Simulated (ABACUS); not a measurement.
# HgTe (Coloradoite) (F-43m) in ABACUS: equation of state

How stiff is HgTe (Coloradoite) in PBEsol, and what volume does it want? The cell is scaled to several volumes.

Program: ABACUS 3.10.1. These are calculated values, not measurements. Logs are shortened: lines on timing, memory, paths and dates and some standing lists are left out, and cuts for length are marked.

**Measured values to compare with.**

A printed reference work, monograph reports, for a bulk crystal of HgTe: bulk modulus 43 GPa.

How close the calculation comes is told below.

### 1 The structure

The structure is cubic, space group F-43m (No. 216). The conventional cell has a = 6.429 Å, b = 6.429 Å, c = 6.429 Å, α = 90.00°, β = 90.00°, γ = 90.00°. Around Hg (site symmetry -43m) lie 4 Te at 2.78 Å. Te (site symmetry -43m) has 4 Hg at 2.78 Å as nearest neighbours.

### 2 Equation of state, PBEsol, 31.22 Å³/atom (volume scaled by 0.94)

File INPUT:

```
INPUT_PARAMETERS
suffix              HgTe
calculation         scf
basis_type          pw
pseudo_dir          ./
symmetry            1
dft_functional      pbesol
ecutwfc             83
pseudo_rcut         7
nspin               1
nbands              22
ks_solver           dav
smearing_method     fd
smearing_sigma      0.00367493
scf_thr             1e-08
scf_nmax            100
mixing_type         broyden
mixing_beta         0.7
cal_force           1
cal_stress          1
kpar                4
```

File STRU:

```
ATOMIC_SPECIES
Hg 200.5920 Hg.upf
Te 127.6000 Te.upf

LATTICE_CONSTANT
1.8897261246

LATTICE_VECTORS
0.0000000000 3.1488795465 3.1488795465
3.1488795465 0.0000000000 3.1488795465
3.1488795465 3.1488795465 0.0000000000

ATOMIC_POSITIONS
Direct

Hg
0.0
1
0.0000000000 0.0000000000 0.0000000000 1 1 1

Te
0.0
1
0.7500000000 0.7500000000 0.7500000000 1 1 1
```

File KPT:

```
K_POINTS
0
Gamma
7 7 7 0 0 0
```

Potentials or basis: PseudoDojo NC SR 0.4.1 PBEsol standard, plane waves.

On the command line:

```sh
$ OMP_NUM_THREADS=1 mpirun -np 4 abacus > log
```

running log:

```text
ABACUS v3.10.1

               Atomic-orbital Based Ab-initio Computation at UStc

 ------------------------------------------------------------------------------------

 READING GENERAL INFORMATION
                           global_out_dir = OUT.HgTe/
                           global_in_card = INPUT
                               pseudo_dir = ./
                              orbital_dir =
                                    DSIZE = 4
                                    GSIZE = 1

 READING UNITCELL INFORMATION
                                    ntype = 2
                  lattice constant (Bohr) = 1.88973
              lattice constant (Angstrom) = 1

 READING ATOM TYPE 1
                               atom label = Hg
                      L=0, number of zeta = 1
                      L=1, number of zeta = 1
                      L=2, number of zeta = 1
             number of atom for this type = 1

 READING ATOM TYPE 2
                               atom label = Te
                      L=0, number of zeta = 1
                      L=1, number of zeta = 1
                      L=2, number of zeta = 1
             number of atom for this type = 1

                        TOTAL ATOM NUMBER = 2
DIRECT COORDINATES
    atom                   x                   y                   z     mag                  vx                  vy                  vz
taud_Hg1            0.0000000000        0.0000000000        0.0000000000  0.0000        0.0000000000        0.0000000000        0.0000000000
taud_Te1            0.7500000000        0.7500000000        0.7500000000  0.0000        0.0000000000        0.0000000000        0.0000000000

                          Volume (Bohr^3) = 421.4
                             Volume (A^3) = 62.445

 Lattice vectors: (Cartesian coordinate: in unit of a_0)
                   +0            +3.14888            +3.14888
             +3.14888                  +0            +3.14888
             +3.14888            +3.14888                  +0
 Reciprocal vectors: (Cartesian coordinate: in unit of 2 pi/a_0)
            -0.158787           +0.158787           +0.158787
            +0.158787           -0.158787           +0.158787
            +0.158787           +0.158787           -0.158787
 The esolver type has been set to : ksdft_pw

                PAO radial cut off (Bohr) = 7

 Read in pseudopotential file is Hg.upf
                     pseudopotential type = NC
          exchange-correlation functional = PBESOL
                 nonlocal core correction = 1
                        valence electrons = 20
                                     lmax = 3
                           number of zeta = 4
                     number of projectors = 7
                           L of projector = 0
                           L of projector = 0
                           L of projector = 1
                           L of projector = 1
                           L of projector = 2
                           L of projector = 2
                           L of projector = 3
                PAO radial cut off (Bohr) = 7

 Read in pseudopotential file is Te.upf
                     pseudopotential type = NC
          exchange-correlation functional = PBESOL
                 nonlocal core correction = 1
                        valence electrons = 16
                                     lmax = 2
                           number of zeta = 3
                     number of projectors = 6
                           L of projector = 0
                           L of projector = 0
                           L of projector = 1
                           L of projector = 1
                           L of projector = 2
                           L of projector = 2
     initial pseudo atomic orbital number = 19

 SETUP THE ELECTRONS NUMBER
            electron number of element Hg = 20
      total electron number of element Hg = 20
            electron number of element Te = 16
      total electron number of element Te = 16
            AUTOSET number of electrons:  = 36
                           occupied bands = 18
                                   NBANDS = 22
                                   NLOCAL = 18

%%%%%%%%%%%%%%%%%%%%%%%%%%%%%%%%%%%%%%%%%%%%%%%%%%%%%%%%%%%%%%%%%%%%%%%%%%%%%%%%%%%%%%%%%%%%%%%%%%%%%%%%%%
 Warning: the number of valence electrons in pseudopotential > 12 for Hg: [Xe] 4f14 5d10 6s2
 Warning: the number of valence electrons in pseudopotential > 6 for Te: [Kr] 4d10 5s2 5p4
 Pseudopotentials with additional electrons can yield (more) accurate outcomes, but may be less efficient.
 If you're confident that your chosen pseudopotential is appropriate, you can safely ignore this warning.
%%%%%%%%%%%%%%%%%%%%%%%%%%%%%%%%%%%%%%%%%%%%%%%%%%%%%%%%%%%%%%%%%%%%%%%%%%%%%%%%%%%%%%%%%%%%%%%%%%%%%%%%%%

 SETUP THE PLANE WAVE BASIS
 energy cutoff for charge/potential (unit:Ry) = 332
            fft grid for charge/potential = [ 50, 50, 50 ]
                        fft grid division = [ 1, 1, 1 ]
        big fft grid for charge/potential = [ 50, 50, 50 ]
                                     nbxx = 125000
                                     nrxx = 125000

 SETUP PLANE WAVES FOR CHARGE/POTENTIAL
                    number of plane waves = 43143
                         number of sticks = 1627
[... 69 lines left out ...]
                     BRAVAIS LATTICE NAME = 02. Cubic I (body-centered)
                                    ibrav = 2
                       right hand lattice = 1
(for k-lattice: )
                             BRAVAIS TYPE = 2
                     BRAVAIS LATTICE NAME = 02. Cubic I (body-centered)
                                    ibrav = 2
                       right hand lattice = 1
                        ROTATION MATRICES = 48
                               nkstot_ibz = 20
K-POINTS REDUCTION ACCORDING TO SYMMETRY
     IBZ    DIRECT_X    DIRECT_Y    DIRECT_Z  WEIGHT  ibz2bz
       1  0.00000000  0.00000000  0.00000000  0.0029       0
       2  0.14285714  0.14285714  0.14285714  0.0233       1
       3  0.28571429  0.28571429  0.28571429  0.0233       2
       4  0.42857143  0.42857143  0.42857143  0.0233       3
       5  0.14285714  0.14285714  0.00000000  0.0175       8
       6  0.28571429  0.14285714  0.28571429  0.0700       9
[... 12 lines left out ...]
      19 -0.42857143  0.42857143  0.14285714  0.0700      74
      20 -0.28571429  0.42857143  0.28571429  0.0700      75

                               nkstot now = 20
[... K-POINTS DIRECT COORDINATES: 20 rows ...]

           k-point number in this process = 5
       minimum distributed K point number = 5
[... stars of the k points ...]

[... K-POINTS CARTESIAN COORDINATES: 5 rows ...]

[... K-POINTS DIRECT COORDINATES: 5 rows ...]

 SETUP PLANE WAVES FOR WAVE FUNCTIONS
     energy cutoff for wavefunc (unit:Ry) = 83
              fft grid for wave functions = [ 50, 50, 50 ]
                    number of plane waves = 6081
                         number of sticks = 439

 PARALLEL PW FOR WAVE FUNCTIONS
     PROC   COLUMNS(POT)             PW
        1            439           6081
 --------------- sum -------------------
        1            439           6081

 SETUP NONLOCAL PSEUDOPOTENTIALS IN PLANE WAVE BASIS
 Hg non-local projectors:
 projector 1 L=0
 projector 2 L=0
 projector 3 L=1
 projector 4 L=1
 projector 5 L=2
 projector 6 L=2
 projector 7 L=3
 Te non-local projectors:
 projector 1 L=0
 projector 2 L=0
 projector 3 L=1
 projector 4 L=1
 projector 5 L=2
 projector 6 L=2
      TOTAL NUMBER OF NONLOCAL PROJECTORS = 43

 Init Non-Local PseudoPotential table :
 Init Non-Local-Pseudopotential done.

                                     npwx = 5396

 Make real space PAO into reciprocal space.
       max mesh points in Pseudopotential = 701
     dq(describe PAO in reciprocal space) = 0.01
                                    max q = 1098

 number of pseudo atomic orbitals for Hg is 4
WARNING: norm of atomic wavefunction # 3 of atomic type Hg is 0.999987, renormalized
WARNING: norm of atomic wavefunction # 4 of atomic type Hg is 0.998956, renormalized

 number of pseudo atomic orbitals for Te is 3
WARNING: norm of atomic wavefunction # 2 of atomic type Te is 0.999977, renormalized
WARNING: norm of atomic wavefunction # 3 of atomic type Te is 0.99875, renormalized

 -------------------------------------------
 SELF-CONSISTENT
 -------------------------------------------
                                 init_chg = atomic

 PW ALGORITHM --------------- ION=   1  ELEC=   1--------------------------------

 Notice: Threshold on eigenvalues was too large.
 hsover_error=0.36 > DRHO=0.0519545
 Origin diag ethr = 0.01
 New diag ethr = 0.000144318

 Density error is 0.054630396302
                          Error Threshold = 0.000144318116996
----------------------------------------------------------
     Energy           Rydberg                 eV
----------------------------------------------------------
 E_KohnSham     -542.4575285870      -7380.5133117817
 E_Harris       -545.3438650010      -7419.7839333567
 E_Fermi        0.7427301010         10.1053614496
----------------------------------------------------------
[... 63 lines left out ...]
 Density error is 1.22746462141e-09
                          Error Threshold = 3.886372443e-11
----------------------------------------------------------
     Energy           Rydberg                 eV
----------------------------------------------------------
 E_KohnSham     -542.4763180260      -7380.7689552142
 E_KS(sigma->0) -542.4762948306      -7380.7686396235
 E_Harris       -542.4759353518      -7380.7637486642
 E_band         -54.1556892316       -736.8259526670
 E_one_elec     -302.2403997814      -4112.1916028248
 E_Hartree      159.3376144008       2167.8994615776
 E_xc           -103.7246717296      -1411.2465587014
 E_Ewald        -295.8488145249      -4025.2296240842
 E_entropy(-TS) -0.0000463910        -0.0006311814
 E_descf        0.0000000000         0.0000000000
 E_exx          0.0000000000         0.0000000000
 E_Fermi        0.7422470125         10.0987886931
----------------------------------------------------------

 charge density convergence is achieved
 final etot is -7380.7689552 eV
 EFERMI = 10.098788693 eV

 STATE ENERGY(eV) AND OCCUPATIONS    NSPIN == 1
 1/5 kpoint (Cartesian) = 0.0000 0.0000 0.0000 (5329 pws)
       1       -105.435     0.00583090
       2       -53.7197     0.00583090
       3       -53.7197     0.00583090
       4       -53.7197     0.00583090
       5       -26.9238     0.00583090
       6       -26.9238     0.00583090
[... 110 lines left out ...]
      21        14.9992    9.54158e-45
      22        14.9992    9.54158e-45

------------------------------------------------------------------------------------------
 TOTAL-FORCE (eV/Angstrom)
------------------------------------------------------------------------------------------
                       Hg1         0.0000000000         0.0000000000         0.0000000000
                       Te1         0.0000000000         0.0000000000         0.0000000000
------------------------------------------------------------------------------------------

----------------------------------------------------------------
 TOTAL-STRESS (KBAR)
----------------------------------------------------------------
        55.3528580438        -0.0000000000        -0.0000000000
        -0.0000000000        55.3528580438         0.0000000000
        -0.0000000000         0.0000000000        55.3528580438
----------------------------------------------------------------
 TOTAL-PRESSURE: 55.352858 KBAR

 --------------------------------------------
 !FINAL_ETOT_IS -7380.7689552141819149 eV
 --------------------------------------------
```

Run time: 12 s. Hardware: 4 MPI ranks of Intel Xeon Platinum 8559C (Emerald Rapids), shared host; peak memory 0.48 GiB.

What came out:

* Free energy: -7380.7690 eV
* Pressure: 5.5 GPa
* Band gap on the k mesh: none (metal or under the smearing width)

### 3 Equation of state, PBEsol, 31.89 Å³/atom (volume scaled by 0.96)

INPUT is that of step 2.

Edit STRU of step 2 so:

```diff
@@ -8,5 +8,5 @@
 LATTICE_VECTORS
-0.0000000000 3.1488795465 3.1488795465
-3.1488795465 0.0000000000 3.1488795465
-3.1488795465 3.1488795465 0.0000000000
+0.0000000000 3.1710554852 3.1710554852
+3.1710554852 0.0000000000 3.1710554852
+3.1710554852 3.1710554852 0.0000000000
```

KPT is that of step 2.

Potentials or basis: PseudoDojo NC SR 0.4.1 PBEsol standard, plane waves.

On the command line:

```sh
$ OMP_NUM_THREADS=1 mpirun -np 4 abacus > log
```

Wall time 12 s (4 MPI ranks of Intel Xeon Platinum 8559C (Emerald Rapids), shared host); peak memory 0.48 GiB.

Results (log left out):

| Quantity | Value |
| --- | --- |
| Free energy | -7380.8091 eV |
| Pressure | 4.1 GPa |
| Band gap on the k mesh | none (metal or under the smearing width) |

[end of part 1 of 2]
